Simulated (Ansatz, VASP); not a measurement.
Al2Cu: VASP beside Ansatz

INCAR

```
ALGO     = Normal         # electronic algorithm
EDIFF    = 1E-6           # SCF threshold, eV
ENCUT    = 520            # plane-wave cutoff, eV
GGA      = PE             # functional
ISIF     = 2              # what is computed and relaxed
ISMEAR   = 0              # smearing method
LASPH    = T              # aspherical terms in the spheres
LCHARG   = F              # write CHGCAR
LREAL    = F              # projectors in reciprocal space
LWAVE    = F              # write WAVECAR
NBANDS   = 16             # bands
NELM     = 100            # most SCF steps
PREC     = Accurate       # precision mode
SIGMA    = 0.1            # smearing width, eV
```

File KPOINTS:

```
k-points
0
Gamma
  4 4 6
```

File POSCAR:

```
Al2Cu
1.0
    4.1051820000      0.0000000000      0.0000000000
    0.0000000000      4.1051820000      0.0000000000
    0.0000000000      0.0000000000      2.8913130000
Al Cu
2 1
Direct
    0.5000000000      0.0000000000      0.5000000000
    0.0000000000      0.5000000000      0.5000000000
    0.0000000000      0.0000000000      0.0000000000
```

Input for Ansatz:

```yaml
crystal:
  lattice:
    - [4.105182, 0.0, 0.0]
    - [0.0, 4.105182, 0.0]
    - [0.0, 0.0, 2.891313]
  atoms:
    - { symbol: Al, position: [0.5, 0.0, 0.5] }
    - { symbol: Al, position: [0.0, 0.5, 0.5] }
    - { symbol: Cu, position: [0.0, 0.0, 0.0] }
basis:
  ecutwfc: 420
kpoints:
  mp_grid: { grid: [4, 4, 6] }
hamiltonian:
  xc: pbe
scf:
  occupations: { method: gaussian, width: 0.1 }
output:
  forces: true
  stress: true
  eigenvalues: true
```

The cell comes from a database or a generator and needn't be the stable form of this composition.

Alike in both runs: task single point; functional PBE; k mesh 4 × 4 × 6; occupations gaussian, width 0.1 eV; no spin polarisation.

|  | VASP | Ansatz |
| --- | --- | --- |
| version | VASP 6.6.1 | Ansatz 0.2.0 |
| potentials or method | VASP PAW PBE potentials, release 64 (Al, Cu) | scalar-relativistic, plane waves, PAW |
| plane-wave cutoff (eV) | 520 | 420 |
| valence electrons in the cell | 17 | 25 |

```tsv
	VASP	Ansatz	Ansatz less VASP
gap on the k mesh at the Fermi level (eV)	none	none	-
pressure (GPa)	0.6	0.5	-0.12
largest component of the traceless stress (GPa)	2.24	2.21	-0.026
```

A gap of «none» marks a metal or a gap that the smearing closes. With one functional, cell and mesh, what is left measures potentials, basis and numerics. The two sets of potentials don't hold the same shells in valence.

Caveats: the k mesh is coarse (spacing up to 0.38 Å⁻¹), so the values aren't converged.
